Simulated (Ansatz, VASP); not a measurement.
**Se: VASP beside Ansatz**

INCAR

```
SYSTEM = Se
ALGO = Normal ; EDIFF = 1E-6
EDIFFG = -0.01 ; ENCUT = 600
GGA = RP ; IBRION = 2
ISIF = 3 ; ISMEAR = -1
LASPH = .TRUE. ; LCHARG = .FALSE.
LREAL = .FALSE. ; LWAVE = .FALSE.
NELM = 60 ; NSW = 80
PREC = Accurate ; SIGMA = 0.1
```

KPOINTS

```
k-points
0
G
  11 11 11
  0 0 0
```

The input POSCAR:

```
Se
1.0
    2.8664900032      0.0000000000      0.0000000000
    0.0000000000      2.8664900032      0.0000000000
    0.0000000000      0.0000000000      2.8664900032
Se
1
Direct
    0.0000000000      0.0000000000      0.0000000000
```

Input for Ansatz:

```yaml
crystal:
  lattice:
    - [2.8664900032, 0.0, 0.0]
    - [0.0, 2.8664900032, 0.0]
    - [0.0, 0.0, 2.8664900032]
  atoms:
    - { symbol: Se, position: [0.0, 0.0, 0.0] }
hamiltonian:
  xc: rpbe
  pseudopotentials:
    kind: paw
    azcp:
      Se: "pseudopotentials/Se.paw.azcp"
basis:
  ecutwfc: 420
  fft_grid_basis: typed
kpoints:
  mp_grid: { grid: [11, 11, 11], shift: [0, 0, 0] }
magnetization:
  spin_polarized: false
scf:
  occupations: { method: fermi_dirac, width: 0.1 }
relax:
  max_steps: 60
  f_tol: 0.01
  cell: {}
output:
  write_density: true
  write_potential: true
  elf: true
  volumetric_format: npy
```

The cell was built by a generator and needn't be a form met in nature.

Alike in both runs: task relaxation of cell and atoms; functional RPBE; k mesh 11 × 11 × 11; occupations fermi-dirac, width 0.1 eV; no spin polarisation.

|  | VASP | Ansatz |
| --- | --- | --- |
| version | VASP 6.6.1 | Ansatz 0.2.0 |
| potentials or method | VASP PAW PBE potentials, release 64 (Se) | plane waves (420 eV) with PAW, scalar-relativistic |
| plane-wave cutoff (eV) | 600 | 420 |
| valence electrons in the cell | 6 | 16 |

VASP gave:

```
relaxed volume (Å³/atom)                                     : 23.27
relaxed cell length with the largest relative difference (Å) : 2.855
```

Q: Which values does Ansatz return?

A: Relaxed volume (Å³/atom): 23.28; relaxed cell length with the largest relative difference (Å): 2.855.

The two sets of potentials don't hold the same shells in valence.

Caveats: the PAW data sets were made with another functional, which shifts forces and pressure a little (VASP).
